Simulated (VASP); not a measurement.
# Nb (Fm-3m) in VASP: a series of runs

One crystal, Nb, is run at these levels: PBEsol; tasks: single point, relaxation of cell and atoms.

Program: VASP 6.6.1. These are calculated values, not measurements. Logs are shortened: lines on timing, memory, paths and dates and some standing lists are left out, and cuts for length are marked.

## 1. The crystal as given

Symmetry: Fm-3m, No. 225, cubic system. The conventional cell has a = 4.173 Å, b = 4.173 Å, c = 4.173 Å, α = 90.00°, β = 90.00°, γ = 90.00°. Nb (site symmetry m-3m) is surrounded by 12 Nb at 2.95 Å.

This isn't the form of Nb at room conditions, which is bcc.

## 2. Single point, PBEsol

Contents of INCAR:

```
PREC = Accurate
ENCUT = 520
EDIFF = 1E-7
ISMEAR = -1
SIGMA = 0.1
LREAL = F
LASPH = T
NELM = 60
ALGO = Fast
ISIF = 2
LWAVE = F
LCHARG = T
GGA = PS
LELF = T
LVHAR = T
NBANDS = 12
```

Contents of KPOINTS:

```
Automatic mesh
0
Gamma
  21 21 21
```

Contents of POSCAR:

```
Nb
1.0
    0.0000000000      2.0865633525      2.0865633525
    2.0865633525      0.0000000000      2.0865633525
    2.0865633525      2.0865633525      0.0000000000
Nb
1
Direct
    0.0000000000      0.0000000000      0.0000000000
```

Potentials or basis: VASP PAW PBE potentials, release 64 (Nb_sv).

Started as:

```bash
> cat potpaw_PBE.64/Nb_sv/POTCAR > POTCAR
> mpirun -np 1 vasp_std > vasp.out
```

OUTCAR:

```text
PREC = Accurate
   ENCUT = 520
   EDIFF = 1E-7
   ISMEAR = -1
   LREAL = F
   LASPH = T
   NELM = 60
   ISIF = 2
   GGA = PS

 ion  position               nearest neighbor table
   1  0.000  0.000  0.000-

  LATTYP: Found a face centered cubic cell.
 ALAT       =     4.1731267050

  Lattice vectors:

 A1 = (   0.0000000000,   2.0865633525,   2.0865633525)
 A2 = (   2.0865633525,   0.0000000000,   2.0865633525)
 A3 = (   2.0865633525,   2.0865633525,   0.0000000000)

Analysis of symmetry for initial positions (statically):
=====================================================================
 Subroutine PRICEL returns:
 Original cell was already a primitive cell.

 Routine SETGRP: Setting up the symmetry group for a
 face centered cubic supercell.

 Subroutine GETGRP returns: Found 48 space group operations
 (whereof 48 operations were pure point group operations)
 out of a pool of 48 trial point group operations.

The static configuration has the point symmetry O_h .

Analysis of symmetry for dynamics (positions and initial velocities):
=====================================================================
 Subroutine PRICEL returns:
 Original cell was already a primitive cell.

 Routine SETGRP: Setting up the symmetry group for a
 face centered cubic supercell.

 Subroutine GETGRP returns: Found 48 space group operations
 (whereof 48 operations were pure point group operations)
 out of a pool of 48 trial point group operations.

The dynamic configuration has the point symmetry O_h .

 Subroutine INISYM returns: Found 48 space group operations
 (whereof 48 operations are pure point group operations),
 and found     1 'primitive' translations

----------------------------------------------------------------------------------------

                                     Primitive cell

  volume of cell :      18.1687

  direct lattice vectors                    reciprocal lattice vectors
     0.000000000  2.086563352  2.086563352    -0.239628478  0.239628478  0.239628478
     2.086563352  0.000000000  2.086563352     0.239628478 -0.239628478  0.239628478
     2.086563352  2.086563352  0.000000000     0.239628478  0.239628478 -0.239628478

  length of vectors
     2.950846192  2.950846192  2.950846192     0.415048698  0.415048698  0.415048698

  position of ions in fractional coordinates (direct lattice)
     0.000000000  0.000000000  0.000000000

  ion indices of the primitive-cell ions
   primitive index   ion index
                 1           1

----------------------------------------------------------------------------------------

[... 82 lines left out ...]
   EMIN   =  10.00;   EMAX   =-10.00  energy-range for DOS
   EFERMI =   0.00;   METHOD = LEGACY
   ISMEAR =    -1;   SIGMA  =   0.10  broadening in eV -4-tet -1-fermi 0-gaus
   EFERMI_NEDOS =   21; number of points for ismear=-14 and -15
   IALGO  =     68    algorithm
   IMIX   =      4    mixing-type and parameters
     AMIX     =   0.40;   BMIX     =  1.00
     AMIX_MAG =   1.60;   BMIX_MAG =  1.00
  volume/ion in A,a.u.               =      18.17       122.61
  Fermi-wavevector in a.u.,A,eV,Ry     =   1.464247  2.767026 29.171157  2.144020
  Thomas-Fermi vector in A             =   2.580246
   LORBIT       =      0    0 simple, 1 ext, 2 COOP (PROOUT), +10 PAW based schemes
   GGA     = PS    functional components
   LHFCALC =     F    Hartree Fock is set to
   AEXX    =    0.0000 exact exchange contribution
   IVDW    =     0    specifies the selected vdW correction
   LEPSILON=     F    determine dielectric tensor
   LRPA    =     F    only Hartree local field effects (RPA)
 non-spin polarized calculation
 RMM-DIIS sequential band-by-band and
  energy-cutoff  :      520.00
  volume of cell :       18.17
 maximum number of plane-waves:       531
 NGX is ok and might be reduce to    24
   NGX = 11   NGY = 11   NGZ = 11

 number of electron      13.0000000 magnetization

 Free energy of the ion-electron system (eV)
  ---------------------------------------------------
  ext. energy  EPLUGINS =         0.00000000
  ---------------------------------------------------
  free energy    TOTEN  =       -10.62984000 eV

  energy without entropy =      -10.58046019  energy(sigma->0) =      -10.60515009

 E-fermi :  11.2934     XC(G=0): -12.5861

 val. band max:       11.2821147017   @ k =  -0.3810   0.2381   0.0952
 cond. band min:      11.2973095697   @ k =  -0.3810   0.1905   0.0000
 fundamental gap:      0.0151948680
 Fermi energy:        11.2934099497

 k-point     1 :       0.0000    0.0000    0.0000
  band No.  band energies     occupation
      1     -43.3643      2.00000
      2     -18.7079      2.00000
      3     -18.7079      2.00000
      4     -18.7079      2.00000
      5       4.9587      2.00000
      6      11.3718      0.62709
      7      11.3718      0.62709
      8      11.3718      0.62709
      9      14.0860      0.00000
     10      14.0860      0.00000
     11      23.1532      0.00000
     12      28.0364      0.00000
[... 331 lines left out ...]
 k-point    24 :      -0.3810    0.0476    0.0000
  band No.  band energies     occupation
      1     -43.1618      2.00000
      2     -19.9038      2.00000
      3     -18.8941      2.00000
      4     -18.8565      2.00000
      5       7.4223      2.00000
      6      11.2151      1.37269
      7      11.3530      0.71073
      8      11.8512      0.00753
      9      15.3603      0.00000
     10      16.0204      0.00000
     11      22.3329      0.00000
     12      24.5028      0.00000

 [... further k-points ...]

------------------------ aborting loop because EDIFF is reached ----------------------------------------

  FORCE on cell =-STRESS in cart. coord.  units (eV):
  Direction    XX          YY          ZZ          XY          YZ          ZX
  --------------------------------------------------------------------------------------
  -------------------------------------------------------------------------------------
  Total       -0.0601114     -0.0601114     -0.0601114      0.0000000     -0.0000000     -0.0000000
  in kB       -5.3008166     -5.3008166     -5.3008166      0.0000000     -0.0000000     -0.0000000
  external PRESSURE =      -5.3008166 kB  Pullay stress =       0.0000000 kB

 VOLUME and BASIS-vectors are now :
 -----------------------------------------------------------------------------
  energy-cutoff  :      520.00
  volume of cell :       18.17
      direct lattice vectors                 reciprocal lattice vectors
     0.000000000  2.086563352  2.086563352    -0.239628478  0.239628478  0.239628478
     2.086563352  0.000000000  2.086563352     0.239628478 -0.239628478  0.239628478
     2.086563352  2.086563352  0.000000000     0.239628478  0.239628478 -0.239628478

 POSITION                                       TOTAL-FORCE (eV/Angst)
 -----------------------------------------------------------------------------------
      0.00000      0.00000      0.00000         0.000000      0.000000      0.000000
 -----------------------------------------------------------------------------------
    total drift:                                0.000000      0.000000     -0.000000

  FREE ENERGIE OF THE ION-ELECTRON SYSTEM (eV)
  ---------------------------------------------------
  free  energy   TOTEN  =       -10.6298399976 eV

  energy  without entropy=      -10.5804601857  energy(sigma->0) =      -10.60515009
```

Run time: 93 s. Hardware: 1 thread of Intel Xeon Platinum 8259CL at 2.50GHz (Skylake/Cascade Lake), shared host; peak memory 0.19 GiB.

Results:

- Free energy: -10.6298 eV
- Pressure: -0.5 GPa
- Band gap on the k mesh: none (metal or under the smearing width)

Caveat: the PAW data sets were made with another functional, which shifts forces and pressure a little.

## 3. Single point, PBEsol

Contents of INCAR:

```
SYSTEM = Nb
PREC     = Accurate       ! precision mode
ENCUT    = 520            ! plane-wave cutoff, eV
EDIFF    = 1E-6           ! SCF threshold, eV
ISMEAR   = -1             ! smearing method
SIGMA    = 0.1            ! smearing width, eV
LREAL    = .False.        ! projectors in reciprocal space
LASPH    = .True.         ! aspherical terms in the spheres
NELM     = 100            ! most SCF steps
ALGO     = Normal         ! electronic algorithm
ISIF     = 2              ! what is computed and relaxed
LWAVE    = .False.        ! write WAVECAR
LCHARG   = .False.        ! write CHGCAR
GGA      = PS             ! functional
NBANDS   = 12             ! bands
```

Contents of KPOINTS:

```
Automatic mesh
0
Gamma
  13 13 13
  0 0 0
```

POSCAR is that of step 2.

Potentials or basis: VASP PAW PBE potentials, release 64 (Nb_sv).

Started as:

```bash
> cat potpaw_PBE.64/Nb_sv/POTCAR > POTCAR
> mpirun -np 1 vasp_std > vasp.out
```

Wall time 24 s (1 thread of Intel Xeon Platinum 8259CL at 2.50GHz (Skylake/Cascade Lake), shared host); peak memory 0.15 GiB.

The run converged. Its results:

```
Free energy            : -10.6292 eV
Pressure               : -0.3 GPa
Band gap on the k mesh : none (metal or under the smearing width)
```

Levels at points of the mesh, in eV from the Fermi level:
```
           k point  band 3  band 4  band 5  band 6  band 7  band 8  band 9  band 10
(0.00, 0.00, 0.00)  -29.99  -29.99   -6.32    0.09    0.09    0.09    2.81     2.81
```

Caveat: the PAW data sets were made with another functional, which shifts forces and pressure a little.

## 4. Relaxation of cell and atoms, PBEsol

This run uses another cell than the first one, of 17.98 Å³/atom, 0.989 times its volume.

Contents of INCAR:

```
PREC = Accurate
ENCUT = 600
EDIFF = 1E-7
ISMEAR = -1
SIGMA = 0.1
LREAL = F
LASPH = T
NELM = 80
ALGO = Normal
ISIF = 3
LWAVE = F
LCHARG = F
GGA = PS
IBRION = 2
NSW = 80
EDIFFG = -0.01
```

Contents of KPOINTS:

```
Automatic mesh
0
Gamma
  13 13 13
```

Contents of POSCAR:

```
Nb
1.0
    0.0000000000      2.0791217165      2.0791217165
    2.0791217165      0.0000000000      2.0791217165
    2.0791217165      2.0791217165      0.0000000000
Nb
1
Direct
    0.0000000000      0.0000000000      0.0000000000
```

Potentials or basis: VASP PAW PBE potentials, release 64 (Nb_sv).

Started as:

```bash
> cat potpaw_PBE.64/Nb_sv/POTCAR > POTCAR
> mpirun -np 1 vasp_std > vasp.out
```

OUTCAR:

```text
PREC = Accurate
   ENCUT = 600
   EDIFF = 1E-7
   ISMEAR = -1
   LREAL = F
   LASPH = T
   NELM = 80
   ISIF = 3
   GGA = PS
   IBRION = 2
   NSW = 80
   EDIFFG = -0.01

 ion  position               nearest neighbor table
   1  0.000  0.000  0.000-

  LATTYP: Found a face centered cubic cell.
 ALAT       =     4.1582434330

  Lattice vectors:

 A1 = (   0.0000000000,   2.0791217165,   2.0791217165)
 A2 = (   2.0791217165,   0.0000000000,   2.0791217165)
 A3 = (   2.0791217165,   2.0791217165,   0.0000000000)

Analysis of symmetry for initial positions (statically):
=====================================================================
 Subroutine PRICEL returns:
 Original cell was already a primitive cell.

 Routine SETGRP: Setting up the symmetry group for a
 face centered cubic supercell.

 Subroutine GETGRP returns: Found 48 space group operations
 (whereof 48 operations were pure point group operations)
 out of a pool of 48 trial point group operations.

The static configuration has the point symmetry O_h .

Analysis of symmetry for dynamics (positions and initial velocities):
=====================================================================
 Subroutine PRICEL returns:
 Original cell was already a primitive cell.

 Routine SETGRP: Setting up the symmetry group for a
 face centered cubic supercell.

[... 220 lines left out ...]

 number of electron      13.0000000 magnetization

 Free energy of the ion-electron system (eV)
  ---------------------------------------------------
  ext. energy  EPLUGINS =         0.00000000
  ---------------------------------------------------
  free energy    TOTEN  =       -10.62917163 eV

  energy without entropy =      -10.57867046  energy(sigma->0) =      -10.60392105

 E-fermi :  11.2966     XC(G=0): -12.5943

 val. band max:       11.2758169947   @ k =  -0.4615   0.2308   0.0000
 cond. band min:      11.2971618299   @ k =   0.3846   0.2308   0.0000
 fundamental gap:      0.0213448351
 Fermi energy:        11.2965944537

 k-point     1 :       0.0000    0.0000    0.0000
  band No.  band energies     occupation
      1     -43.3476      2.00000
      2     -18.6878      2.00000
      3     -18.6878      2.00000
      4     -18.6878      2.00000
      5       4.9750      2.00000
      6      11.3892      0.56763
      7      11.3892      0.56763
      8      11.3892      0.56763
      9      14.1080      0.00000
     10      14.1080      0.00000
[... 287 lines left out ...]
 k-point    24 :       0.4615    0.1538    0.0000
  band No.  band energies     occupation
      1     -43.1179      2.00000
      2     -19.8568      2.00000
      3     -19.0113      2.00000
      4     -18.9301      2.00000
      5       7.9928      2.00000
      6      10.2292      1.99995
      7      11.3080      0.94288
      8      12.0499      0.00107
      9      16.2725      0.00000
     10      16.6919      0.00000

 [... further k-points ...]

------------------------ aborting loop because EDIFF is reached ----------------------------------------

  FORCE on cell =-STRESS in cart. coord.  units (eV):
  Direction    XX          YY          ZZ          XY          YZ          ZX
  --------------------------------------------------------------------------------------
  -------------------------------------------------------------------------------------
  Total       -0.0003737     -0.0003737     -0.0003737     -0.0000000      0.0000000     -0.0000000
  in kB       -0.0330065     -0.0330065     -0.0330065     -0.0000000      0.0000000     -0.0000000
  external PRESSURE =      -0.0330065 kB  Pullay stress =       0.0000000 kB
[... 16 lines left out ...]
  FREE ENERGIE OF THE ION-ELECTRON SYSTEM (eV)
  ---------------------------------------------------
  free  energy   TOTEN  =       -10.6291716340 eV

  energy  without entropy=      -10.5786704596  energy(sigma->0) =      -10.60392105

 reached required accuracy - stopping structural energy minimisation
```

CONTCAR:

```text
Nb
   1.00000000000000
     0.0000000000000000    2.0855399950899143    2.0855399950899143
     2.0855399950899143   -0.0000000000000000    2.0855399950899143
     2.0855399950899143    2.0855399950899143   -0.0000000000000000
  Nb
     1
Direct
     0.0000000000000000    0.0000000000000000    0.0000000000000000

  0.00000000E+00  0.00000000E+00  0.00000000E+00
```

Wall time 36 s (1 thread of Intel Xeon Platinum 8259CL at 2.50GHz (Skylake/Cascade Lake), shared host); peak memory 0.15 GiB.

What came out:

```yaml
Free_energy: -10.6292 eV
Relaxed_volume: 18.14 Å³/atom
Relaxed_cell: a = 2.949 Å, b = 2.949 Å, c = 2.949 Å, α = 60.00°, β = 60.00°, γ = 60.00°
Space_group_after_relaxing_to_0.05_Å: Fm-3m (No. 225)
Energy_gained_by_relaxing: 0.8 meV/atom
Ionic_steps: 3
Pressure_after_relaxing: 0.0 GPa
Band_gap_on_the_k_mesh: none (metal or under the smearing width)
```

Step by step:
| step | energy change (eV) | largest force (eV/Å) | pressure (GPa) | volume (Å³) |
| --- | --- | --- | --- | --- |
| 1 | 0.0000 | 0.0000 | 1.64 | 17.98 |
| 2 | 0.0021 | 0.0000 | -2.98 | 18.46 |
| 3 | -0.0008 | 0.0000 | 0.00 | 18.14 |

Final structure:
```
Nb
1.0
     0.00000    2.08554    2.08554
     2.08554    0.00000    2.08554
     2.08554    2.08554    0.00000
Nb
1
Direct
  0.00000 0.00000 0.00000
```

Caveat: the PAW data sets were made with another functional, which shifts forces and pressure a little.

(Continued in part 2 of 2.)
